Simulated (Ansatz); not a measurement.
# Au: the cost of one run

Method: DFT PBEsol, scalar-relativistic, plane waves, PAW, in Ansatz 0.2.0.

1 further run of the same task is left out (set aside as unsound or not needed).

## (1) Starting point

Symmetry: Cmcm, No. 63, orthorhombic system. The conventional cell has a = 2.820 Å, b = 5.034 Å, c = 4.801 Å, α = 90.00°, β = 90.00°, γ = 90.00°. Au (site symmetry m2m) has 12 Au at 2.82 to 2.92 Å as nearest neighbours.

Coordinates:

```xyz
2
Lattice="1.4100 -2.5170 0.0000 1.4100 2.5170 0.0000 0.0000 0.0000 4.8007" Properties=species:S:1:pos:R:3 pbc="T T T"
Au    1.4100   -0.8249    1.2002
Au    1.4100    0.8249    3.6005
```

It goes back to an entry of the Materials Project, which need not be the stable form.

It is the result of an earlier relaxation at this level (volume 17.04 Å³/atom; gap on the mesh: none (metal)).

The bulk reference comes from a run made before at the same settings: -13007.0841 eV/atom.

## (2) Cutting the (001) slab

Planes are indexed in the bulk's conventional cell (Cmcm (No. 63)), a = 2.820 Å, b = 5.034 Å, c = 4.801 Å, α = 90.00°, β = 90.00°, γ = 90.00°.

The slab is a (001) slab, 14.4 Å thick as cut, with 15 Å of vacuum; its outer planes are Au (top) and Au (bottom).

The slab as cut. Layers, bottom to top:

```
plane  atoms per cell  height over the lowest (Å)
    1              Au                        0.00
    2              Au                        2.40
    3              Au                        4.80
    4              Au                        7.20
    5              Au                        9.60
    6              Au                       12.00
    7              Au                       14.40
```

## (3) The slab as cut, atoms at the bulk's places

A dipole layer in the vacuum cancels the field that periodic copies would set up if the slab's two faces differ.

input.yaml

```yaml
crystal:
  lattice:
    - [2.8200300622, 0.0, 0.0]
    - [-1.4100150311, 2.5170030989, 0.0]
    - [0.0, 0.0, 29.4020326985]
  atoms:
    - { symbol: Au, position: [0.336136049, 0.672272098, 0.2550844044] }
    - { symbol: Au, position: [0.663863951, 0.327727902, 0.3367229363] }
    - { symbol: Au, position: [0.336136049, 0.672272098, 0.4183614681] }
    - { symbol: Au, position: [0.663863951, 0.327727902, 0.5] }
    - { symbol: Au, position: [0.336136049, 0.672272098, 0.5816385319] }
    - { symbol: Au, position: [0.663863951, 0.327727902, 0.6632770637] }
    - { symbol: Au, position: [0.336136049, 0.672272098, 0.7449155956] }
basis:
  ecutwfc: 420
kpoints:
  mp_grid: { grid: [14, 14, 1] }
hamiltonian:
  xc: pbesol
scf:
  occupations: { method: gaussian, width: 0.1 }
output:
  forces: true
  stress: true
  eigenvalues: true
  write_density: true
  write_potential: true
  elf: true
  volumetric_format: npy
efield:
  axis: 3
  dipole_correction: true
  ramp_width: 0.04
```

Started as:

```
ansatz run input.yaml --threads 1 --pin off --max-ram 2560MiB --backend cpu --events-out ev --progress --plain --runs-dir out
```

**Question.** How long does this run take on 1 thread of Intel Xeon 6975P-C (Granite Rapids), shared host, and how much memory does it need?

About 55 s, with a peak of 0.85 GiB.
